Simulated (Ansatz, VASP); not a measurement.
**CuH5: VASP beside Ansatz**

```xyz
6
Lattice="0.0000 2.9589 2.9589 2.9589 0.0000 2.9589 2.9589 2.9589 0.0000" Properties=species:S:1:pos:R:3 pbc="T T T"
Cu    0.0000    0.0000    0.0000
H     3.6986    2.2192    2.2192
H     3.6986    3.6986    3.6986
H     2.2192    3.6986    2.2192
H     2.2192    2.2192    3.6986
H     1.4795    1.4795    1.4795
```

Change from the starting cell: species swapped into the Be5Au type (F-43m, No. 216).

Alike in both runs: task relaxation of cell and atoms; functional PBE; k mesh 6 × 6 × 6; occupations gaussian, width 0.1 eV; no spin polarisation.

|  | VASP | Ansatz |
| --- | --- | --- |
| version | VASP 6.6.1 | Ansatz 0.2.0 |
| potentials or method | VASP PAW PBE potentials, release 64 (Cu, H) | scalar-relativistic, plane waves, PAW |
| plane-wave cutoff (eV) | 600 | 420 |
| valence electrons in the cell | 16 | 24 |

```tsv
	VASP	Ansatz	Ansatz less VASP
gap on the k mesh at the Fermi level, each at its own relaxed structure (eV)	none	none	-
relaxed volume (Å³/atom)	4.78	4.79	+0.015
relaxed cell length with the largest relative difference (Å)	3.435	3.439	+0.0035
energy change over the relaxation (meV/atom)	-432	-434	-1.6
```

A gap of «none» marks a metal or a gap that the smearing closes. The two sets of potentials don't hold the same shells in valence.

Caveats: the volume moved by over 15 % at a fixed basis, so the end points are rough (VASP).
